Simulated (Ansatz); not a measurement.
# Notes on TiPbO3

```xyz
10
Lattice="3.9397 3.9397 0.0000 0.0000 3.9397 3.9397 3.9397 0.0000 3.9397" Properties=species:S:1:pos:R:3 pbc="T T T"
Pb    0.0000    0.0000    0.0000
Pb    3.9397    3.9397    3.9397
Ti    1.9699    1.9699    1.9699
Ti    5.9096    5.9096    5.9096
O     0.0000    1.9699    1.9699
O     3.9397    1.9699    1.9699
O     1.9699    0.0000    1.9699
O     1.9699    3.9397    1.9699
O     1.9699    1.9699    3.9397
O     1.9699    1.9699    0.0000
```

Single point in Ansatz 0.2.0 with r2SCAN, with U_eff = 1.61 eV on Ti d (atomic projectors), no spin polarisation. Cutoff 500 eV, PAW datasets, 6×6×6 Γ-centred k mesh, tetrahedron filling.

Stress: The pressure is 0.2 GPa (compression positive), so with the atoms held at these fractions the cell is close to zero pressure.
Electronic structure: The gap is 2.05 eV, indirect (the least direct gap found is 2.06 eV).
Band edges: Within 0.7 eV of the edges, the states project mainly on O p (86 %) below the gap and on Ti d (91 %) above it.
Charges: Bader charges in e: Ti +2.37, Pb +1.45, O -1.27. In the mean Ti gives up most and O takes most.

Origin: a database entry at a rescaled volume. Caveats: empty levels are not fully converged; no spin-orbit coupling, which can shift this gap by tenths of an eV; forces and stress under tetrahedra may miss the slope of the energy.
